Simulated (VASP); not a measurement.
BAs:

```
B As
1.0
     2.92516    0.00000    0.00000
     0.00000    2.92516    0.00000
     0.00000    0.00000    2.92516
B As
1 1
Direct
  0.00000 0.00000 0.00000
  0.50000 0.50000 0.50000
```

The cell was built by a generator and needn't be a form met in nature.

Base run:

- Program: VASP 6.6.1
- Functional: r2SCAN
- Potentials or basis: VASP PAW PBE potentials, release 64 (B, As)
- Cutoff: 520 eV
- k mesh: 6 × 6 × 6
- Occupations: fermi-dirac, width 0.02 eV
- Spin: no spin polarisation

Its results: band gap on the k mesh none (metal or under the smearing width); pressure 2.0 GPa.

The run is repeated on the same cell with these changes: functional from r2SCAN to HSE06; k mesh from 6 × 6 × 6 to 4 × 4 × 4. What comes out?

Band gap on the k mesh none (metal or under the smearing width); pressure -6.0 GPa.

Several settings changed at once, so the effect can't be laid on one alone.

Caveats: some runs use coarse meshes; the PAW data sets were made with another functional, which shifts forces and pressure a little.
